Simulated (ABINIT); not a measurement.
The system is Ni.

```
Ni
1.0
    -1.38372    1.38372    1.38372
     1.38372   -1.38372    1.38372
     1.38372    1.38372   -1.38372
Ni
1
Direct
  0.00000 0.00000 0.00000
```

This isn't the form of Ni at room conditions, which is fcc.

Base run:

```yaml
Program: ABINIT 10.8.3 (patched build)
Functional: PBEsol
Potentials_or_basis: PseudoDojo NC SR PBEsol v0.4.1 standard
Cutoff: 1225 eV
k_mesh: 10 × 10 × 10
Occupations: fermi-dirac, width 0.05 eV
Spin: collinear spin, ferromagnetic start
Starting_moments: "[1.0] μB"
```

Its results: pressure -3.7 GPa; net moment 0.56 μB per cell; site moments Ni +0.59 μB.

Task: The run is repeated on the same cell with these changes: k mesh from 10 × 10 × 10 to 16 × 16 × 16, with 2 shifts; occupations from fermi-dirac, width 0.05 eV to methfessel-paxton, width 0.136 eV. What comes out?

Result: Pressure -4.1 GPa; net moment 0.56 μB per cell; site moments Ni +0.59 μB.

Not every run made on this cell is shown here.
